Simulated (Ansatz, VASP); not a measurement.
Elastic constants of Si and what follows from them

The cell as given, ahead of any relaxation:

It takes space group Fd-3m (No. 227, cubic). Conventional cell: a = 5.444 Å, b = 5.444 Å, c = 5.444 Å, α = 90.00°, β = 90.00°, γ = 90.00°. Si (site symmetry -43m) has 4 Si at 2.36 Å as nearest neighbours.

Constants in GPa on the cubic axes, for the cell as given (20.16 Å³ an atom) or relaxed at the run's level, with the atoms relaxed in the strained cells where symmetry lets them move; no spin polarisation, no spin-orbit coupling. Meshes are those of the run's cell of 2 atoms. Ansatz's plane-wave pressures hold its Pulay term. Occupations: fermi-dirac 0.05 eV (run 1); fermi-dirac 0.05 eV (run 2); fixed (run 3); gaussian 0.05 eV (run 4). Space group Fd-3m.

| run | level | program and potentials | k mesh | cell | C11 | C12 | C44 |
| --- | --- | --- | --- | --- | --- | --- | --- |
| 1 | LDA | VASP, LDA PAW files Si, 600 eV | 6 × 6 × 6 | relaxed, 19.73 Å³ an atom | 160.7 | 65.1 | 75.8 |
| 2 | PBE | VASP, PBE PAW files Si, 600 eV | 6 × 6 × 6 | relaxed, 20.46 Å³ an atom | 153.5 | 57.2 | 74.9 |
| 3 | PBEsol | Ansatz, Ansatz PAW (made for PBE), 420 eV | 6 × 6 × 6 | as given, -0.44 GPa | 154.9 | 60.8 | 73.3 |
| 4 | r2SCAN | VASP, PBE PAW files Si, 600 eV (made for PBE) | 6 × 6 × 6 | relaxed, 20.13 Å³ an atom | 169.0 | 62.2 | 82.7 |

Q: For run 3, work out the bulk, shear and Young's moduli of a random polycrystal, Poisson's ratio and the anisotropy, and test the cell's stability.

A: From the values as printed: B = (C11 + 2 C12)/3 = 92.2 GPa. Voigt: G_V = (C11 - C12 + 3 C44)/5 = 62.8; Reuss: G_R = 5 C44 (C11 - C12)/[4 C44 + 3 (C11 - C12)] = 59.9; Hill's mean, from the unrounded bounds, G = 61.4 GPa. Young's modulus E = 9BG/(3B + G) = 150.7 GPa, Poisson's ratio ν = (3B - 2G)/[2(3B + G)] = 0.228. Zener's ratio 2 C44/(C11 - C12) = 1.56, so the crystal is stiffest along ⟨111⟩ and softest along ⟨100⟩. C11 > |C12|, C11 + 2 C12 > 0 and C44 > 0 hold, so the cell is stable against small uniform strains, which says nothing of soft phonons. Under pressure the constants are those of stress over strain at that pressure. Over the runs shown B spans 89.3 to 97.8 GPa and C44 73.3 to 82.7.

In all four runs C44 exceeds C12, a departure from the Cauchy relation that fits silicon's directional sp³ bonds, which resist changes of angle as well as of length. The anisotropy has the same origin. The bonds lie along ⟨111⟩, so pulling in that direction stretches some of them directly, whereas a volume-conserving tetragonal strain along the cube axes mainly bends bond angles, which costs less. Internal displacement of the two sublattices relieves part of the bond stretching under C44 shear, but not enough to reverse the order.

Equilibrium volume explains only part of the spread between runs. PBE, with the largest cell, has the lowest C11 and C12, as expected from longer, weaker bonds, yet r2SCAN gives a higher C11 and C44 than LDA despite its larger volume. Runs 3 and 4 have almost the same volume but differ clearly in C44, a gap that can't be assigned to the functional alone because the potentials differ too.
